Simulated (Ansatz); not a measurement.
# MoS2 (R-3m) in Ansatz: notebook

Runs on MoS2. Level: PBEsol. Tasks: single point, equation of state.

Everything below comes from runs of Ansatz 0.2.0. Logs are shortened: lines on timing, memory, paths and dates and some standing lists are left out, and cuts for length are marked.

**1. The crystal as given**

The structure is trigonal, space group R-3m (No. 166). The conventional cell has a = 3.171 Å, b = 3.171 Å, c = 18.345 Å, α = 90.00°, β = 90.00°, γ = 120.00°. Around Mo (site symmetry -3m) lie 6 S at 2.39 Å. S (site symmetry 3m) is surrounded by 3 Mo at 2.39 Å.

Measurements of this composition are mostly on another form, of space group No. 194.

**2. Single point, PBEsol, 16.68 Å³/atom (volume scaled by 0.94)**

File input.yaml:

```yaml
crystal:
  lattice:
    - [1.5531337754, 0.8967022033, 5.9901657895]
    - [-1.5531337754, 0.8967022033, 5.9901657895]
    - [0.0, -1.7934044066, 5.9901657895]
  atoms:
    - { symbol: Mo, position: [0.0, 0.0, 0.0] }
    - { symbol: S, position: [0.25, 0.25, 0.25] }
    - { symbol: S, position: [0.75, 0.75, 0.75] }
kpoints:
  mp_grid: { grid: [10, 10, 10] }
scf:
  occupations: { method: fermi_dirac, width: 0.05 }
hamiltonian:
  xc: pbesol
  pseudopotentials: { kind: all_electron, lapw: { basis_error: 0.002 } }
output:
  forces: true
  stress: true
  eigenvalues: true
```

Potentials or basis: all-electron LAPW, scalar-relativistic.

Launch:

```
$ ansatz run input.yaml --threads 2 --pin off --max-ram 6144MiB --backend cpu --events-out ev --progress --plain --runs-dir out
```

The log of the run:

```text
Warning: RAYON_NUM_THREADS=2 ignored (pool sized by the plan → 2); use --threads N
LAPW: plane waves up to 8.219 Å⁻¹, error target 2.0e-3 eV per atom; small_component_spin mean_spin; S in spheres of 1.034 Å, 14 of its electrons in bands, Dirac shells []; Mo in spheres of 1.302 Å, 30 of its electrons in bands, Dirac shells [] (how accurate: hamiltonian.pseudopotentials.lapw.basis_error, Limitations)
Engine: ansatz 0.2.0, aarch64-unknown-linux-gnu
Pseudopotentials: kind: all_electron
Pseudopotential: Mo, LAPW, valence charge 30, lapw/all_electron/scalar/gaussian/Mo, Koelling and Harmon's equation, gaussian nucleus
Pseudopotential: S, LAPW, valence charge 14, lapw/all_electron/scalar/gaussian/S, Koelling and Harmon's equation, gaussian nucleus
Functional definition: PBEsol
  exchange = pbesol_x
  correlation = pbesol_c
Crystal: 3 atoms, lattice volume = 50.055 Å³
Basis set: ecut = 257.36014001502133 eV, 453 PW (Γ), FFT grids on a1−a3, a2−a3, a3, exchange–correlation at level 2
Bands: 35, of which v1, the nominal top of the filled ones, is band 29 counted from 1 (28 counted from 0)
Symmetry: 12 space group operations
Space group: R-3m (ITA 166), of the structure as read, at distance tolerance 3.7e-5 Å
k-points: 116 of 1000
Non-local potential: Mo, projectors of the file, none
Non-local potential: S, projectors of the file, none
Initial density: superposition of atomic densities (chi_scale 0.1, normalization cell, long waves kept (reshape's long-wave potential 0.13 eV rms))
Initial wavefunctions: plane waves of lowest kinetic energy (no species holds an atomic orbital)
Functional: x = pbesol(κ = 0.804, μ = 0.12345679012345678), c = pbesol(β = 0.046)
iter 1 solved again at ethr=4.88e-3 eV; its pass at ethr=1.00e-1 eV (dr2=2.83e0 eV) is discarded
SCF iter   1: F=—  HF=-131813.552209 eV  |F-HF|=—  |Δ(HF+E_count)|=         —  Δρ=6.58e-2  dr2=2.83e0  ethr=4.88e-3  ⟨swp⟩=2.0  Hψ=27183  notcnv=0
preconditioner: auto → LDOS  [metal: Δε(μ)=0.090 eV  Ē_g=10.673 eV  σ=0.050 eV  W_gap=0.38  n_scr=22 (ndim 8)  ℏωp=22.3 eV  f_vac=0.073  D(μ)=0.62/eV (n_scr^D=2)  β→1.0]
SCF iter   2: F=—  HF=-131813.472239 eV  |F-HF|=—  |Δ(HF+E_count)|=   8.00e-2  Δρ=6.18e-2  dr2=3.68e0  ethr=4.88e-3  ⟨swp⟩=3.0  Hψ=12988  notcnv=0
iter 3 solved again at ethr=1.55e-4 eV; its pass at ethr=4.88e-3 eV (dr2=8.96e-2 eV) is discarded
SCF iter   3: F=—  HF=-131812.277874 eV  |F-HF|=—  |Δ(HF+E_count)|=    1.19e0  Δρ=9.77e-3  dr2=8.92e-2  ethr=1.55e-4  ⟨swp⟩=2.0  Hψ=19748  notcnv=0
SCF iter   4: F=—  HF=-131812.257324 eV  |F-HF|=—  |Δ(HF+E_count)|=         —  Δρ=2.38e-3  dr2=5.71e-3  ethr=1.54e-4  ⟨swp⟩=2.1  Hψ=12060  notcnv=0
the basis was enlarged: its passes take 195.4 KiB over the memory plan, 2 of 2 planned eigensolver slots
SCF iter   5: F=—  HF=-131812.255088 eV  |F-HF|=—  |Δ(HF+E_count)|=   2.24e-3  Δρ=3.07e-4  dr2=5.80e-5  ethr=9.84e-6  ⟨swp⟩=3.0  Hψ=12283  notcnv=0
SCF iter   6: F=—  HF=-131812.255061 eV  |F-HF|=—  |Δ(HF+E_count)|=   2.72e-5  Δρ=5.92e-5  dr2=1.82e-6  ethr=1.00e-7  ⟨swp⟩=2.1  Hψ=11443  notcnv=0
SCF iter   7: F=—  HF=-131812.255062 eV  |F-HF|=—  |Δ(HF+E_count)|=   7.64e-7  Δρ=1.71e-5  dr2=2.42e-7  ethr=3.14e-9  ⟨swp⟩=3.0  Hψ=11679  notcnv=0
SCF iter   8: F=-131812.255062 eV  HF=-131812.255062 eV  |F-HF|=0.00e0  |Δ(HF+E_count)|=   2.44e-8  Δρ=3.12e-6  dr2=6.64e-9  ethr=4.17e-10  ⟨swp⟩=2.6  Hψ=11538  notcnv=0
SCF 1 converged in 8 iterations: F = -131812.255062 eV  dr2 = 6.64e-9
SCF converged after 8 iterations
Free energy (F): -131812.255062 eV
Harris-Foulkes:  -131812.255062 eV  (|F-HF|=0.00e0)
Internal energy: -131812.249188 eV  (E = F + TS)
E sigma→0 (E₀):  -131812.252125 eV
Entropy (-TS):   -0.005875 eV (-1.958 meV/atom)
Fermi energy:    13.625388 eV
--- Per-component energies (eV) ---
  E_band       = -6735.062739
  E_kinetic    = 135903.549291
  E_xc         = -4675.803831
  E_electrostatic = -263039.994648  (all electrons and nuclei)
  E_smearing   = -0.005875  (= −TS)
  E_closure    = 0.000000  (closes the sum)
  E_atoms      = -131789.879735  (free atoms, spherical and without spin; not in F)
  Σ components = -131812.255062   (vs F -131812.255062, Δ=0.00e0)
  Basis errors (estimates in eV, not in F): energy 9.3e-4 per atom: plane waves 8.7e-4 (5.0e-4 summed), levels above the bands 4.1e-66, relativity 2.1e-8, radial functions 6.8e-5, core shells 6.5e-7; eigenvalues (radial functions only) 3.0e-6; not estimated: angular momenta, meshes, grids; target (lapw.basis_error) 2.0e-3; muffin-tin radii S 1.034 Å, Mo 1.302 Å
--- Forces (eV/Å), atoms counted from 1 ---
  atom   1  Mo     0.00000000     0.00000000    -0.00000000
  atom   2  S     -0.00000000    -0.00000000    -1.96719778
  atom   3  S      0.00000000     0.00000000     1.96719778
  max |Σ_I F_I| component: 8.88e-16 eV/Å
--- Stress (GPa, compression-positive) ---
       11.711805       0.000000       0.000000
        0.000000      11.711805      -0.000000
        0.000000       0.000000      18.608904
  P = ⅓ Tr σ = 14.0108 GPa (140.108 kbar)
--- Band table (eV; the first three rows and the last of 116) ---
  k-point 0: bands = ["-362.5498", "-362.5498", "-362.5258", "-204.7204", "-204.7204", "-204.6960", "-204.6960", "-204.6923", "-192.2015", "-192.2015", "-137.2722", "-137.2722", "-137.2722", "-137.2722", "-137.2208", "-137.2208", "-48.0872", "-22.2713", "-22.0883", "-22.0883", "-2.0387", "-0.1667", "6.0301", "9.0654", "9.0654", "11.7613", "12.1441", "12.4062", "12.4062", "13.4146", "13.4146", "17.2559", "17.2559", "19.5959", "20.8317"]
  k-point 1: bands = ["-362.5498", "-362.5498", "-362.5258", "-204.7204", "-204.7204", "-204.6960", "-204.6960", "-204.6923", "-192.2015", "-192.2014", "-137.2722", "-137.2722", "-137.2722", "-137.2722", "-137.2208", "-137.2208", "-48.0820", "-22.2610", "-22.1385", "-22.0995", "-1.8560", "-0.1453", "6.2567", "8.6710", "9.1670", "11.4774", "11.8928", "11.8938", "12.3306", "13.6070", "13.9403", "16.7108", "17.1196", "20.3890", "21.3713"]
  k-point 2: bands = ["-362.5498", "-362.5498", "-362.5258", "-204.7204", "-204.7204", "-204.6960", "-204.6960", "-204.6923", "-192.2015", "-192.2015", "-137.2722", "-137.2722", "-137.2722", "-137.2722", "-137.2208", "-137.2208", "-48.0684", "-22.2686", "-22.2334", "-22.1287", "-1.3513", "-0.0761", "6.8086", "8.1245", "9.3267", "9.8325", "11.4017", "11.8130", "12.1452", "13.9403", "14.4734", "16.4958", "16.9833", "20.8727", "21.9439"]
  k-point 115: bands = ["-362.5498", "-362.5498", "-362.5258", "-204.7204", "-204.7204", "-204.6960", "-204.6960", "-204.6923", "-192.2015", "-192.2015", "-137.2722", "-137.2722", "-137.2722", "-137.2722", "-137.2208", "-137.2208", "-48.0872", "-22.2714", "-22.0883", "-22.0883", "-1.7505", "-0.6571", "7.1134", "9.0825", "9.0825", "9.4063", "12.4179", "12.4179", "13.3026", "13.3026", "13.6008", "17.3875", "17.3875", "19.3678", "22.0567"]
```

Run time: 26 s. Hardware: 2 threads of Arm Neoverse V1, shared host; peak memory 0.58 GiB.

What came out:

- Free energy: -131812.2551 eV
- Pressure: 14.0 GPa
- Largest force: 1.967 eV/Å
- Band gap on the k mesh: none (metal or under the smearing width)

Caveat: the cell's inner coordinates are idealised or old, which leaves forces on the atoms.

**3. Single point, PBEsol, 17.04 Å³/atom (volume scaled by 0.96)**

Edit input.yaml of step 2 so:

```diff
@@ -2,5 +2,5 @@
   lattice:
-    - [1.5531337754, 0.8967022033, 5.9901657895]
-    - [-1.5531337754, 0.8967022033, 5.9901657895]
-    - [0.0, -1.7934044066, 5.9901657895]
+    - [1.5640716975, 0.9030172156, 6.0323514456]
+    - [-1.5640716975, 0.9030172156, 6.0323514456]
+    - [0.0, -1.8060344312, 6.0323514456]
   atoms:
```

Potentials or basis: all-electron LAPW, scalar-relativistic.

Launch:

```
$ ansatz run input.yaml --threads 2 --pin off --max-ram 6144MiB --backend cpu --events-out ev --progress --plain --runs-dir out
```

Run time: 26 s. Hardware: 2 threads of Arm Neoverse V1, shared host; peak memory 0.58 GiB.

The run converged. Its results:

```yaml
Free_energy: -131812.3343 eV
Pressure: 9.9 GPa
Largest_force: 1.533 eV/Å
Band_gap_on_the_k_mesh: none (metal or under the smearing width)
```

Caveat: the cell's inner coordinates are idealised or old, which leaves forces on the atoms.

**4. Single point, PBEsol, 17.39 Å³/atom (volume scaled by 0.98)**

Edit input.yaml of step 3 so:

```diff
@@ -2,5 +2,5 @@
   lattice:
-    - [1.5640716975, 0.9030172156, 6.0323514456]
-    - [-1.5640716975, 0.9030172156, 6.0323514456]
-    - [0.0, -1.8060344312, 6.0323514456]
+    - [1.5748587398, 0.9092451173, 6.073955184]
+    - [-1.5748587398, 0.9092451173, 6.073955184]
+    - [0.0, -1.8184902347, 6.073955184]
   atoms:
```

Launch:

```
$ ansatz run input.yaml --threads 2 --pin off --max-ram 6144MiB --backend cpu --events-out ev --progress --plain --runs-dir out
```

Run time: 26 s. Hardware: 2 threads of Arm Neoverse V1, shared host; peak memory 0.58 GiB.

Results (log left out):

- Free energy: -131812.3875 eV
- Pressure: 6.2 GPa
- Largest force: 1.131 eV/Å
- Band gap on the k mesh: none (metal or under the smearing width)

Caveat: the cell's inner coordinates are idealised or old, which leaves forces on the atoms.

**5. Single point, PBEsol, 17.75 Å³/atom**

Edit input.yaml of step 4 so:

```diff
@@ -2,5 +2,5 @@
   lattice:
-    - [1.5748587398, 0.9092451173, 6.073955184]
-    - [-1.5748587398, 0.9092451173, 6.073955184]
-    - [0.0, -1.8184902347, 6.073955184]
+    - [1.5855, 0.9153888518, 6.1149966667]
+    - [-1.5855, 0.9153888518, 6.1149966667]
+    - [0.0, -1.8307777036, 6.1149966667]
   atoms:
```

Launch:

```
$ ansatz run input.yaml --threads 2 --pin off --max-ram 6144MiB --backend cpu --events-out ev --progress --plain --runs-dir out
```

Wall time 26 s (2 threads of Arm Neoverse V1, shared host); peak memory 0.58 GiB.

It converged, with:

```
Free energy            : -131812.4175 eV
Pressure               : 2.9 GPa
Largest force          : 0.758 eV/Å
Band gap on the k mesh : none (metal or under the smearing width)
```

Caveat: the cell's inner coordinates are idealised or old, which leaves forces on the atoms.

**6. Single point, PBEsol, 18.10 Å³/atom (volume scaled by 1.02)**

Edit input.yaml of step 5 so:

```diff
@@ -2,5 +2,5 @@
   lattice:
-    - [1.5855, 0.9153888518, 6.1149966667]
-    - [-1.5855, 0.9153888518, 6.1149966667]
-    - [0.0, -1.8307777036, 6.1149966667]
+    - [1.596000306, 0.9214512063, 6.1554945136]
+    - [-1.596000306, 0.9214512063, 6.1554945136]
+    - [0.0, -1.8429024126, 6.1554945136]
   atoms:
```

Potentials or basis: all-electron LAPW, scalar-relativistic.

Launch:

```
$ ansatz run input.yaml --threads 2 --pin off --max-ram 6144MiB --backend cpu --events-out ev --progress --plain --runs-dir out
```

It took 26 s on 2 threads of Arm Neoverse V1, shared host; peak memory 0.58 GiB.

The run converged. Its results:

```yaml
Free_energy: -131812.4264 eV
Pressure: -0.1 GPa
Largest_force: 0.413 eV/Å
Band_gap_on_the_k_mesh: none (metal or under the smearing width)
```

Caveat: the cell's inner coordinates are idealised or old, which leaves forces on the atoms.

**7. Single point, PBEsol, 18.46 Å³/atom (volume scaled by 1.04)**

Edit input.yaml of step 6 so:

```diff
@@ -2,5 +2,5 @@
   lattice:
-    - [1.596000306, 0.9214512063, 6.1554945136]
-    - [-1.596000306, 0.9214512063, 6.1554945136]
-    - [0.0, -1.8429024126, 6.1554945136]
+    - [1.6063642348, 0.9274348234, 6.1954663772]
+    - [-1.6063642348, 0.9274348234, 6.1954663772]
+    - [0.0, -1.8548696467, 6.1954663772]
   atoms:
```

Launch:

```
$ ansatz run input.yaml --threads 2 --pin off --max-ram 6144MiB --backend cpu --events-out ev --progress --plain --runs-dir out
```

Run time: 26 s. Hardware: 2 threads of Arm Neoverse V1, shared host; peak memory 0.58 GiB.

Results (log left out):

- Free energy: -131812.4165 eV
- Pressure: -2.8 GPa
- Largest force: 0.092 eV/Å
- Band gap on the k mesh: none (metal or under the smearing width)

Caveat: the cell's inner coordinates are idealised or old, which leaves forces on the atoms.

**8. Single point, PBEsol, 18.81 Å³/atom (volume scaled by 1.06)**

Edit input.yaml of step 7 so:

```diff
@@ -2,5 +2,5 @@
   lattice:
-    - [1.6063642348, 0.9274348234, 6.1954663772]
-    - [-1.6063642348, 0.9274348234, 6.1954663772]
-    - [0.0, -1.8548696467, 6.1954663772]
+    - [1.61659613, 0.9333422108, 6.2349290104]
+    - [-1.61659613, 0.9333422108, 6.2349290104]
+    - [0.0, -1.8666844216, 6.2349290104]
   atoms:
```

Launch:

```
$ ansatz run input.yaml --threads 2 --pin off --max-ram 6144MiB --backend cpu --events-out ev --progress --plain --runs-dir out
```

It took 26 s on 2 threads of Arm Neoverse V1, shared host; peak memory 0.57 GiB.

It converged, with:

- Free energy: -131812.3896 eV
- Pressure: -5.2 GPa
- Largest force: 0.206 eV/Å
- Band gap on the k mesh: none (metal or under the smearing width)

Caveat: the cell's inner coordinates are idealised or old, which leaves forces on the atoms.

**9. Equation of state, PBEsol**

Potentials or basis: all-electron LAPW, scalar-relativistic.

This step only gathers the single runs of the series.

Results:

```yaml
Equilibrium_volume: 18.09 Å³/atom
Bulk_modulus_at_fixed_shape_and_positions: 145 GPa
Pressure_derivative_of_the_bulk_modulus: 4.4
```

Energy against volume, from the lowest point:
| volume (Å³/atom) | energy (meV/atom) |
| --- | --- |
| 16.685 | 57.13 |
| 17.040 | 30.73 |
| 17.395 | 12.97 |
| 17.750 | 2.99 |
| 18.105 | 0.00 |
| 18.460 | 3.30 |
| 18.815 | 12.27 |

Caveat: the cell was scaled at fixed shape and fractional positions, which overstates the stiffness of a crystal with free parameters, most of all of layers and chains; the cell's inner coordinates are idealised or old, which leaves forces on the atoms.

**10. For comparison**

An earlier run on the cell as given: functional PBE; potentials or basis all-electron LAPW, scalar-relativistic; cutoff 267 eV (chosen from the basis error); basis error allowed 0.001 eV/atom; k mesh 10 × 10 × 10; occupations fermi-dirac, width 0.05 eV; no spin polarisation.

* Pressure: 7.9 GPa
* Largest force: 1.005 eV/Å
* Band gap on the k mesh: none (metal or under the smearing width)
